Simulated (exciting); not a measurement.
Write the native input for exciting (release sodium) that does the following.

```yaml
Task: single point
Functional: PBE
Potentials_or_basis: all-electron LAPW+lo, shipped species files, valence relativity iora*
rgkmax: 9
k_mesh: 10 × 10 × 5
Occupations: fermi-dirac, width 0.05 eV
Spin: no spin polarisation
gmaxvr_cutoff_of_density_and_potential: 14 1/bohr
lmaxapw_and_lmaxmat: 10
lmaxvr: 8
nempty: 18
Valence_relativity: iora*
epsengy: 1e-05 Ha
epspot: 1e-05 Ha
maxscl: 60
Muffin-tin_radii: Hf 2.3 bohr
```

The system is Hf.

```
Hf
1.0
     3.19670    0.00000    0.00000
    -1.59835    2.76842    0.00000
     0.00000    0.00000    5.05780
Hf
2
Direct
  0.66667 0.33333 0.75000
  0.33333 0.66667 0.25000
```

One way to write it, as run:

input.xml

```xml
<input>
  <title>Hf</title>
  <structure speciespath="./" tshift="false">
    <crystal scale="1">
      <basevect>6.040887502591 0.000000000000 0.000000000000</basevect>
      <basevect>-3.020443751296 5.231562038690 0.000000000000</basevect>
      <basevect>0.000000000000 0.000000000000 9.557856793132</basevect>
    </crystal>
    <species speciesfile="Hf.xml" rmt="2.3">
      <atom coord="0.666666666700 0.333333333300 0.750000000000"/>
      <atom coord="0.333333333300 0.666666666700 0.250000000000"/>
    </species>
  </structure>
  <groundstate do="fromscratch" ngridk="10 10 5" rgkmax="9" gmaxvr="14" lmaxapw="10" lmaxmat="10" lmaxvr="8" xctype="GGA_PBE" stype="Fermi Dirac" swidth="0.00183747" nempty="18" ValenceRelativity="iora*" epsengy="1e-05" epspot="1e-05" maxscl="60" tforce="true" outputlevel="normal"/>
</input>
```

Potentials or basis: all-electron LAPW+lo, shipped species files, valence relativity iora*.

Command:

```sh
$ OMP_NUM_THREADS=1 exciting_smp
```

It gave:

```
Band gap on the k mesh                            : none (metal or under the smearing width)
All electrons inside the program's atomic spheres : Hf 69.15 (radii Hf 2.3 bohr)
```

Caveat: the log's total energy holds no entropy term; the free energy is that total less TS from the occupations.

Wall time 2.1 min on 1 thread of Arm Neoverse V2, with other jobs on the host, peak memory 0.14 GiB.
